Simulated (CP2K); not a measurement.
**BaTiO3 in CP2K: the effect of Hubbard term**

The system is BaTiO3.

```xyz
10
Lattice="3.9998 0.0000 0.0000 0.0000 4.0180 0.0000 0.0000 0.0000 7.9996" Properties=species:S:1:pos:R:3 pbc="T T T"
Ba    0.0058    0.0926    4.0605
Ba    3.9940    3.9254    7.9389
Ti    1.9212    2.2629    1.8863
Ti    2.0786    1.8998    6.1133
O     1.9751    3.8813    2.0651
O     2.0247    0.0081    5.9345
O     2.0303    2.0063    4.0593
O     1.9695    1.8911    7.9401
O     0.0609    1.9624    2.1690
O     3.9389    1.9350    5.8306
```

Alike in all runs:

```yaml
Program: CP2K 2026.2
Task: single point
Functional: LDA
Potentials_or_basis: GTH_POTENTIALS Ba GTH-PADE-q10, Ti GTH-PADE-q12, O GTH-PADE-q6; DZVP-MOLOPT-SR-GTH basis
Density_cutoff: 8163 eV
k_mesh: 5 × 5 × 3
Occupations: fermi-dirac, width 0.05 eV
Spin: no spin polarisation
SCF_solver: diagonalisation with k points
Quickstep_method: GPW
EPS_DEFAULT: 1.0E-9
EPS_SCF: 1.0E-6
MAX_SCF: 100
SCF_GUESS: ATOMIC
k_points_reduced_by_the_point_group: yes
Mesh_centred_on_Gamma: yes
```

```tsv
Hubbard term	gap on the mesh (eV)	largest force (eV/Å)
none	?	?
Ti d U = 2.0 eV	2.14	6.97
Ti d U = 4.0 eV	2.33	7.24
Ti d U = 6.0 eV	2.52	7.52
Ti d U = 8.0 eV	2.72	7.80
```

Q: What does the run with Hubbard term none give?

A: gap on the mesh 1.90 eV; largest force 6.68 eV/Å.

Worked out: A straight line through the other rows of the gap on the mesh, of slope 0.0965 eV per eV, extrapolates to 1.95 eV, against the run's 1.90. A straight line through the other rows of the largest force, of slope 0.138 eV/Å per eV, extrapolates to 6.69 eV/Å, against the run's 6.68.

Caveats: spin-orbit coupling is left out, which moves the levels of the heavy elements; an odd mesh through Γ misses points on the zone boundary, where band edges often lie; the basis of atomic orbitals isn't converged, which shifts pressures, moduli and gaps; forces of over 1 eV/Å show positions far from the minimum, so gaps and moduli don't describe the material at rest; this program's U acts on Mulliken populations of all basis functions of the shell, so it isn't the U of plane-wave codes (some runs); energies scatter by some meV and the pressure isn't listed (some runs).
